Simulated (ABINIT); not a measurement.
Crystal: BaTe.

```
Ba Te
1.0
     0.00000    3.41000    3.41000
     3.41000    0.00000    3.41000
     3.41000    3.41000    0.00000
Ba Te
1 1
Direct
  0.00000 0.00000 0.00000
  0.50000 0.50000 0.50000
```

Base run:

| Quantity | Value |
| --- | --- |
| Program | ABINIT 10.8.3 (patched build) |
| Functional | HSE06 |
| Potentials or basis | SG15 NC PBE v1.2 |
| Cutoff | 707 eV |
| k mesh | 4 × 4 × 4 |
| Occupations | fixed |
| Spin | no spin polarisation |

Its results: band gap on the k mesh 2.25 eV, indirect (least direct gap 2.63 eV); pressure 3.1 GPa.

The run is repeated on the same cell with these changes: functional from HSE06 to PBEsol. What comes out?

Band gap on the k mesh 1.34 eV, indirect (least direct gap 1.68 eV); pressure 2.0 GPa.

HSE06 gives the wider gap, since exact exchange removes part of the self-interaction.

Caveats: the potentials were made for another functional, which shifts forces and pressure; spin-orbit coupling is left out, which moves the levels of the heavy elements; Libxc's HSE differs a little from that of other programs (some runs).

A k mesh can miss the band edges.
